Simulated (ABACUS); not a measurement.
A run of ABACUS 3.10.1:

Contents of run_abacus.py:

```python
"""ABACUS run from a structure file: ASE reads it, the script writes STRU, KPT and INPUT."""
import re
import subprocess
from ase.io import read
from ase.units import Bohr

atoms = read("ZrN.xyz")
atoms = atoms[(-atoms.numbers).argsort(kind="stable")]  # ABACUS lists atoms element by element
pseudo = {'Zr': 'Zr_ONCV_PBE-1.2.upf', 'N': 'N_ONCV_PBE-1.2.upf'}
orbital = {'Zr': 'Zr_confined-atom_8au_3s2p2d1f.orb', 'N': 'N_confined-atom_6au_2s2p1d.orb'}
magmoms = None
kmesh = [7, 7, 7]
params = {
    'suffix': 'ZrN',
    'calculation': 'scf',
    'basis_type': 'lcao',
    'pseudo_dir': './',
    'orbital_dir': './',
    'symmetry': 1,
    'dft_functional': 'pbe',
    'ecutwfc': 100,
    'pseudo_rcut': 7,
    'nspin': 1,
    'nbands': 19,
    'ks_solver': 'genelpa',
    'smearing_method': 'fd',
    'smearing_sigma': 0.00367493,
    'scf_thr': 1e-07,
    'scf_nmax': 100,
    'mixing_type': 'broyden',
    'mixing_beta': 0.7,
    'cal_force': 1,
    'cal_stress': 1,
    'out_mul': 1,
    'out_chg': 1,
}

symbols = atoms.get_chemical_symbols()
elements = list(dict.fromkeys(symbols))
lines = ["ATOMIC_SPECIES"] + [f"{e} {atoms.get_masses()[symbols.index(e)]:.4f} {pseudo[e]}" for e in elements]
if orbital:
    lines += ["", "NUMERICAL_ORBITAL"] + [orbital[e] for e in elements]
lines += ["", "LATTICE_CONSTANT", f"{1 / Bohr:.10f}", "", "LATTICE_VECTORS"]
lines += [" ".join(f"{x:.10f}" for x in v) for v in atoms.cell]
lines += ["", "ATOMIC_POSITIONS", "Direct"]
for e in elements:
    lines += ["", e, "0.0", str(symbols.count(e))]
    for i, p in enumerate(atoms.get_scaled_positions(wrap=False)):
        if symbols[i] == e:
            mag = "" if magmoms is None else " mag " + " ".join(str(x) for x in (magmoms[i] if isinstance(magmoms[i], list) else [magmoms[i]]))
            lines.append(" ".join(f"{x:.10f}" for x in p) + " 1 1 1" + mag)
open("STRU", "w").write("\n".join(lines) + "\n")
open("KPT", "w").write("K_POINTS\n0\nGamma\n%d %d %d 0 0 0\n" % tuple(kmesh))
open("INPUT", "w").write("INPUT_PARAMETERS\n" + "".join(f"{k:<20s}{v}\n" for k, v in params.items()))

done = subprocess.run(['mpirun', '-np', '4', 'abacus'])
if done.returncode:
    raise SystemExit(done.returncode)
log = open("OUT.ZrN/running_scf.log").read()
print("final energy (eV):", re.findall(r"FINAL_ETOT_IS (\S+)", log))
```

File ZrN.xyz:

```xyz
2
Lattice="0.0000000000 2.3000000000 2.3000000000 2.3000000000 0.0000000000 2.3000000000 2.3000000000 2.3000000000 0.0000000000" Properties=species:S:1:pos:R:3 pbc="T T T"
Zr     2.3000000000      2.3000000000      2.3000000000
N      0.0000000000      0.0000000000      0.0000000000
```

Potentials or basis: SG15 ONCV 1.2 PBE, DZP LCAO (the cutoffs set its grid).

The run is started by

```bash
$ OMP_NUM_THREADS=1 python run_abacus.py > log
```

Hardware: 4 MPI ranks on Intel(R) Xeon(R) Platinum 8488C (Sapphire Rapids), on a shared host.

Estimate the wall time of this run.

Run time: 12 s on 4 MPI ranks on Intel(R) Xeon(R) Platinum 8488C (Sapphire Rapids), with other jobs on the host, peak memory 0.44 GiB a rank. Counts: scf iterations 10, k points 20, bands 19, basis 39, ranks 4.
